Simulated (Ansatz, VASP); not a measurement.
# Two plane-wave programs on Ba

```xyz
2
Lattice="8.0447 -0.5525 -0.0216 -1.5906 4.0429 -0.6431 0.4503 -1.1625 4.2372" Properties=species:S:1:pos:R:3 pbc="T T T"
Ba    7.7677   -0.5276    1.7780
Ba    3.4649    0.4710   -0.4609
```

Alike in both runs: functional PBE; k mesh 4 × 4 × 4; occupations gaussian, width 0.1 eV; no spin polarisation.

Ansatz relaxed the structure, and its values are those at the end. VASP's run is a single point on that final structure, the one shown.

```csv
,VASP,Ansatz
version,VASP 6.6.1,Ansatz 0.2.0
potentials or method,"VASP PAW PBE potentials, release 64 (Ba_sv)","scalar-relativistic, plane waves, PAW"
plane-wave cutoff (eV),520,420
valence electrons in the cell,20,20
```

|  | VASP | Ansatz | Ansatz less VASP |
| --- | --- | --- | --- |
| gap on the k mesh at the Fermi level (eV) | none | none | - |
| pressure (GPa) | 0.1 | 0.1 | -0.05 |
| rms of the force components (eV/Å) | 0.005 | 0.005 | 0.0000 |

A gap of «none» marks a metal or a gap that the smearing closes. The functional is the same, so the differences come from potentials, cutoffs and numerics.

Caveats: the k mesh is coarse (spacing up to 0.43 Å⁻¹), so the values aren't converged. Spin-orbit coupling is left out, which matters for the levels of Ba.
